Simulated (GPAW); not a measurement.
## BAs in GPAW: convergence with plane-wave cutoff (eV)

Input of the first run (plane-wave cutoff (eV) 300); the others differ in this setting and in those tied to it:

The input run.py:

```python
from ase.dft.bandgap import bandgap
from ase.io import read, write
from ase.units import GPa
from gpaw import GPAW, PW

atoms = read('POSCAR')

calc = GPAW(mode=PW(300),
            xc='PBE',
            kpts={'size': (10, 10, 10), 'gamma': True},
            occupations={'name': 'fermi-dirac', 'width': 0.05},
            nbands=11,
            convergence={'density': 1e-05, 'energy': 1e-05},
            maxiter=100,
            txt='gpaw.txt')
atoms.calc = calc
energy = atoms.get_potential_energy()
forces = atoms.get_forces()
stress = atoms.get_stress()
calc.write('gs.gpw')
write('result.traj', atoms)
print(f'Energy: {energy:.6f} eV')
print('Forces (eV/A):')
print(forces.round(4))
print('Stress (GPa):', (stress / GPa).round(3))
print('Fermi level:', round(calc.get_fermi_level(), 4), 'eV')
print(f'Gap: {bandgap(calc)[0]:.4f} eV, direct: {bandgap(calc, direct=True)[0]:.4f} eV')
```

POSCAR

```
BAs
1.0
    0.0000000000      2.3885000000      2.3885000000
    2.3885000000      0.0000000000      2.3885000000
    2.3885000000      2.3885000000      0.0000000000
As B
1 1
Direct
    0.7500000000      0.7500000000      0.7500000000
    0.0000000000      0.0000000000      0.0000000000
```

Potentials or basis: GPAW PAW data sets (gpaw-data 1.2.1), pw.

Launch:

```sh
$ OMP_NUM_THREADS=1 python run.py
```

Hardware: 1 thread of Arm Neoverse V1, on a shared host.

**Question.** The values tried are 300, 350, 400, 500, 600, 700, 800, 1000, 1200, loosest first. From which on does the pressure stay within 0.1 GPa of the tightest run that finished?

**Answer.** From 500 on.

| plane-wave cutoff (eV) | energy less the tightest run, at zero smearing (meV/atom) | pressure (GPa) | gap on the mesh (eV) | SCF cycles | CPU time (s) | peak memory (GiB) |
| --- | --- | --- | --- | --- | --- | --- |
| 300 | 84.39 | 0.44 | 1.172 | 9 | 5.2 | 0.12 |
| 350 | 36.67 | 1.85 | 1.178 | 9 | 5.6 | 0.12 |
| 400 | 17.00 | 2.75 | 1.184 | 9 | 5.8 | 0.13 |
| 500 | 8.72 | 3.31 | 1.184 | 9 | 9.5 | 0.13 |
| 600 | 7.09 | 3.32 | 1.183 | 9 | 8.6 | 0.14 |
| 700 | 5.06 | 3.28 | 1.183 | 9 | 14 | 0.15 |
| 800 | 3.04 | 3.28 | 1.182 | 9 | 16 | 0.16 |
| 1000 | 0.66 | 3.33 | 1.182 | 9 | 16 | 0.17 |
| 1200 | 0.00 | 3.37 | 1.182 | 9 | 25 | 0.19 |

Against the tightest run, the energy stays within 1 meV/atom from 1000 on; the gap on the mesh stays within 0.01 eV from 300 on. The tightest run that finished is the yardstick and may itself not be fully converged.
